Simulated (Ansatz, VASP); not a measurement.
Given: the input of a run of VASP 6.6.1 on HgTe (Coloradoite). 

File INCAR:

```
SYSTEM = HgTe
PREC = Accurate
ENCUT = 520
EDIFF = 1E-6
ISMEAR = 0
SIGMA = 0.028999999999999998
LREAL = .False.
LASPH = .True.
NELM = 60
ALGO = Normal
ISIF = 2
LWAVE = .False.
LCHARG = .False.
GGA = PE
```

The input KPOINTS:

```
regular mesh
0
Gamma
  7 7 7
  0 0 0
```

Contents of POSCAR:

```
HgTe
1.0
    0.0000000000      3.2145000000      3.2145000000
    3.2145000000      0.0000000000      3.2145000000
    3.2145000000      3.2145000000      0.0000000000
Hg Te
1 1
Direct
    0.0000000000      0.0000000000      0.0000000000
    0.7500000000      0.7500000000      0.7500000000
```

Potentials or basis: VASP PAW PBE potentials, release 64 (Hg, Te).

Launch:

```console
$ cat potpaw_PBE.64/Hg/POTCAR potpaw_PBE.64/Te/POTCAR > POTCAR
$ mpirun -np 1 vasp_std > vasp.out
```

**Question.** Set up the same calculation for Ansatz 0.2.0. Potentials or basis there: all-electron LAPW, scalar-relativistic.

**Answer.** As run (cutoffs and basis follow the program's own potentials, and thresholds, step limits or extra output files can differ):

The input input.yaml:

```yaml
crystal:
  lattice:
    - [0.0, 3.2145, 3.2145]
    - [3.2145, 0.0, 3.2145]
    - [3.2145, 3.2145, 0.0]
  atoms:
    - { symbol: Hg, position: [0.0, 0.0, 0.0] }
    - { symbol: Te, position: [0.75, 0.75, 0.75] }
kpoints:
  mp_grid: { grid: [7, 7, 7] }
scf:
  occupations: { method: gaussian, width: 0.029 }
hamiltonian:
  xc: pbe
  pseudopotentials: { kind: all_electron, lapw: { basis_error: 0.001 } }
output:
  forces: true
  stress: true
  eigenvalues: true
```

Potentials or basis: all-electron LAPW, scalar-relativistic.

Launch:

```sh
$ ansatz run input.yaml --threads 1 --pin off --max-ram 3072MiB --backend cpu --events-out ev --progress --plain --runs-dir out
```

Both were run:

|  | VASP | Ansatz |
| --- | --- | --- |
| Pressure | 4.6 GPa | 4.6 GPa |

Where Ansatz's input types no cutoff or centring, it takes its own default and a Γ-centred mesh.

Pressure is positive in compression.
